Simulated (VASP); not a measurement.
Wanted: the native input for a VASP 6.6.1 run.

```yaml
Task: band structure
Functional: PBE0
Potentials_or_basis: VASP PAW PBE potentials, release 64 (Ca_sv, F)
Cutoff: 450 eV
k_mesh: 8 × 8 × 8
Occupations: gaussian, width 0.02 eV
Spin: no spin polarisation
Grid_for_exact_exchange_PRECFOCK: Fast
Exchange_at_q_=_0: truncated
Further_INCAR_settings: ALGO = Normal; EDIFF = 1e-06
```

CaF2:

```
Ca F
1.0
     0.00000    2.75650    2.75650
     2.75650    0.00000    2.75650
     2.75650    2.75650    0.00000
Ca F
1 2
Direct
  0.00000 0.00000 0.00000
  0.75000 0.75000 0.75000
  0.25000 0.25000 0.25000
```

The cell comes from a database or a generator and needn't be the stable form of this composition.

One way to write it, as run:

POSCAR

```
CaF2                                    
1.0
    0.0000000000      2.7564989548      2.7564989548
    2.7564989548      0.0000000000      2.7564989548
    2.7564989548      2.7564989548      0.0000000000
  Ca              F             
     1     2
Direct
     0.0000000000000000    0.0000000000000000    0.0000000000000000
     0.7500000000000000    0.7500000000000000    0.7500000000000000
     0.2500000000000000    0.2500000000000000    0.2500000000000000
```

INCAR.step1

```
SYSTEM = CaF2
  ALGO = Normal
  EDIFF = 1E-5
  ENCUT = 450
  GGA = PE
  ISIF = 2
  ISMEAR = 0
  KPAR = 2
  LASPH = .True.
  LCHARG = .False.
  LREAL = .False.
  LWAVE = .True.
  NELM = 120
  PREC = Accurate
  SIGMA = 0.02
```

INCAR.step2

```
SYSTEM = CaF2
  AEXX = 0.25
  ALGO = Normal
  EDIFF = 1E-6
  ENCUT = 450
  GGA = PE
  HFRCUT = -1
  ISIF = 2
  ISMEAR = 0
  ISTART = 1
  KPAR = 2
  LASPH = .True.
  LCHARG = .False.
  LHFCALC = .True.
  LREAL = .False.
  LWAVE = .False.
  NELM = 120
  PREC = Accurate
  PRECFOCK = Fast
  SIGMA = 0.02
```

KPOINTS

```
k-points
0
Gamma
  8 8 8
  0 0 0
```

KPOINTS_OPT

```
path GXWKGLUWLK,UX
12
line-mode
reciprocal
 0.0000000000  0.0000000000  0.0000000000  G
 0.5000000000  0.0000000000  0.5000000000  X

 0.5000000000  0.0000000000  0.5000000000  X
 0.5000000000  0.2500000000  0.7500000000  W

 0.5000000000  0.2500000000  0.7500000000  W
 0.3750000000  0.3750000000  0.7500000000  K

 0.3750000000  0.3750000000  0.7500000000  K
 0.0000000000  0.0000000000  0.0000000000  G

 0.0000000000  0.0000000000  0.0000000000  G
 0.5000000000  0.5000000000  0.5000000000  L

 0.5000000000  0.5000000000  0.5000000000  L
 0.6250000000  0.2500000000  0.6250000000  U

 0.6250000000  0.2500000000  0.6250000000  U
 0.5000000000  0.2500000000  0.7500000000  W

 0.5000000000  0.2500000000  0.7500000000  W
 0.5000000000  0.5000000000  0.5000000000  L

 0.5000000000  0.5000000000  0.5000000000  L
 0.3750000000  0.3750000000  0.7500000000  K

 0.6250000000  0.2500000000  0.6250000000  U
 0.5000000000  0.0000000000  0.5000000000  X
```

Potentials or basis: VASP PAW PBE potentials, release 64 (Ca_sv, F).

The run is started by

```console
$ cat potpaw_PBE.64/Ca_sv/POTCAR potpaw_PBE.64/F/POTCAR > POTCAR
$ cp INCAR.step1 INCAR
$ mpirun -np 2 vasp_std > vasp.out
$ cp INCAR.step2 INCAR
$ mpirun -np 2 vasp_std > vasp.out
```

Results of the run:

```
Band gap on the k mesh  : 9.94 eV, indirect (least direct gap 10.20 eV)
Band gap along the path : 9.94 eV, indirect (least direct gap 10.20 eV)
```

It took 2.1 h on 2 MPI ranks on Intel(R) Xeon(R) Platinum 8375C CPU @ 2.90GHz (Ice Lake), with other jobs on the host, peak memory 0.3 GiB a rank.
